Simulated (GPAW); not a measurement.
A run of GPAW 26.7.0:

The input run.py:

```python
import numpy as np
from ase.constraints import FixAtoms
from ase.io import read, write
from ase.optimize import BFGS
from gpaw import GPAW, PW, setup_paths

setup_paths.insert(0, '.')

atoms = read('POSCAR')
atoms.pbc = (True, True, False)
atoms.set_constraint(FixAtoms([0]))

calc = GPAW(mode=PW(450),
            xc='GGA_X_PBEINT+GGA_C_PBEINT',
            kpts={'size': (6, 6, 1), 'gamma': True},
            occupations={'name': 'fermi-dirac', 'width': 0.05},
            nbands=24,
            convergence={'density': 1e-05, 'energy': 1e-05},
            maxiter=150,
            poissonsolver={'dipolelayer': 'xy'},
            symmetry={'extra_ids': [1, 0, 0]},
            txt='gpaw.txt')
atoms.calc = calc
opt = BFGS(atoms, trajectory='relax.traj', logfile='-')
done = opt.run(fmax=0.02, steps=40)
calc.write('gs.gpw')
write('result.traj', atoms)
print('Converged:', done)
print('Cell:', atoms.cell.cellpar().round(4))
print('Volume:', round(atoms.get_volume(), 4))
print(atoms.get_scaled_positions().round(5))

v = calc.get_electrostatic_potential().mean(axis=(0, 1))
z = np.arange(len(v)) * atoms.cell[2, 2] / len(v)
ef = calc.get_fermi_level()
np.savetxt('planar.dat', np.c_[z, v], fmt='%.4f')
below, above = np.interp([1.5, atoms.cell[2, 2] - 1.5], z, v) - ef
print(f'Work functions: bottom {below:.4f} eV, top {above:.4f} eV')
print('Dipole moment:', *calc.get_dipole_moment().round(5), 'e A')
```

File POSCAR:

```
Rb
1.0
    5.0882069760      0.0000000000      0.0000000000
   -2.5441034880      4.4065165009      0.0000000000
    0.0000000000      0.0000000000     23.4420579800
Rb
3
Direct
    0.3333333300      0.6666666600      0.3199377805
    0.6666666700      0.3333333400      0.5000000000
    0.3333333300      0.6666666600      0.6800622195
```

Potentials or basis: PAW data sets generated in the run's folder for this functional, pw.

The run is started by

```bash
$ gpaw-setup -f GGA_X_PBEINT+GGA_C_PBEINT Rb
$ OMP_NUM_THREADS=1 python run.py
```

Hardware: 1 thread of Arm Neoverse N1, with other jobs on the host.

**Question.** Estimate the wall time of this run.

**Answer.** Wall time 2.2 min on 1 thread of Arm Neoverse N1, with other jobs on the host, peak memory 0.29 GiB. Counts: scf iterations 28, plane waves 11463, bands 24, k points 7, ion steps 3.
